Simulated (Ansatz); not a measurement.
**GaN (rocksalt) under strain**

GaN (rocksalt), relaxed with r2SCAN in Ansatz. It is cubic, Fm-3m (No. 225); a = 4.217 Å in the conventional setting, 9.37 Å³ an atom. Ga has 6 N at 2.11 Å; N has 6 Ga at 2.11 Å.

The axes x, y and z are those of this cell:
```yaml
crystal:
  lattice:
    - [0.00000, 2.10852, 2.10852]
    - [2.10852, 0.00000, 2.10852]
    - [2.10852, 2.10852, 0.00000]
  atoms:
    - { symbol: Ga, position: [0.00000, 0.00000, 0.00000] }
    - { symbol: N, position: [0.50000, 0.50000, 0.50000] }
```

Unstrained: PBE gives an indirect gap of 0.633 eV, from Γ–K (0.47 of the way from Γ) to X; the least direct gap is 2.830 eV at Γ. With r2SCAN the valence top lies at Γ–K (0.47 of the way from Γ) and the conduction bottom at X, 1.159 eV higher; the smallest vertical gap, at Γ, is 3.377 eV. With HSE06 the valence top lies at Γ–K (0.47 of the way from Γ) and the conduction bottom at X, 1.898 eV higher; the smallest vertical gap, at Γ, is 4.144 eV. Meshes: PBE 10×10×10, r2SCAN 10×10×10, HSE06 8×8×8. Strains are changes of length per length. After each strain the atoms were relaxed again with r2SCAN within the symmetry that the strain leaves, so tilts or polar shifts that break it weren't tested; points keep the names that they have in the unstrained zone. Note: simulated data, non-magnetic, for a generated structure that need not be the stable one.

Changes of the least gap in eV (an overlap counts as a negative gap):

| strain | volume change (%) | space group | PBE | r2SCAN | HSE06 | G0W0@PBE (mesh) | energy rise, r2SCAN (meV/atom) |
| --- | --- | --- | --- | --- | --- | --- | --- |
| uniaxial +3.0 % along z | +3.0 | I4/mmm | -0.306 | -0.321 | -0.344 | -0.36 | 8.7 |
| epitaxial +2.5 % in the xy plane, free normal strain -2.30 % | +2.6 | I4/mmm | -0.440 | -0.450 | -0.478 | – | 12.1 |
| isotropic -2.0 % on every length | -5.9 | Fm-3m | +0.399 | +0.426 | +0.469 | +0.53 | 27.5 |
| uniaxial +4.0 % along [111] | +4.0 | R-3m | -0.387 | -0.410 | -0.433 | – | 24.9 |

Unstrained, G0W0@PBE with 78 empty bands, a screening cutoff of 150 eV and a 6×6×6 mesh gives 1.45 eV on its mesh; the band count follows the volume. G0W0 here is at a finite number of bands, screening cutoff and k mesh, not at the basis limit.

Uniaxial +3.0 % along z, other directions held. HSE06: the gap goes from 1.898 to 1.554 eV (-0.344 eV); the edges go from Γ–K (0.47) → X to Γ–K (0.49) → X. Stress change with r2SCAN, compression positive: xx -5.00, yy -5.00, zz -9.27 GPa.

Epitaxial +2.5 % in the xy plane, free normal strain -2.30 %. HSE06: the gap goes from 1.898 to 1.420 eV (-0.478 eV); the X points, equivalent before, split by 470 meV, and the conduction bottom lies at those like (1/2, 1/2, 0); the edges go from Γ–K (0.47) → X to (0.008, 0.185, -0.180) → X. Stress change with r2SCAN, compression positive: xx -7.74, yy -7.74, zz +0.03 GPa.

Isotropic -2.0 % on every length. HSE06: the gap goes from 1.898 to 2.367 eV (+0.469 eV). Stress change with r2SCAN, compression positive: xx +16.93, yy +16.93, zz +16.93 GPa. For HSE06, dE_g/d ln V = -7.7 eV over this step.

Uniaxial +4.0 % along [111], other directions held. HSE06: the gap goes from 1.898 to 1.465 eV (-0.433 eV); the edges go from Γ–K (0.47) → X to (0.201, 0.201, 0.349) → X. Stress change with r2SCAN, compression positive: xx -8.65, yy -8.65, zz -8.65, xy -6.06, xz -6.06, yz -6.06 GPa.

Where an edge lies off the special points, it is a point of the mesh or the k point where a search put PBE's edge or least direct gap, reused for the other functionals, whose own edges may lie a little apart.

Coordinates of k points refer to the reciprocal vectors of the primitive cell of the runs.

The meshes of the hybrids are coarse, so their gaps aren't converged to the digits shown.

With a shallow d shell on the cation, G0W0 converges slowly in bands and cutoff, so these values are in doubt.
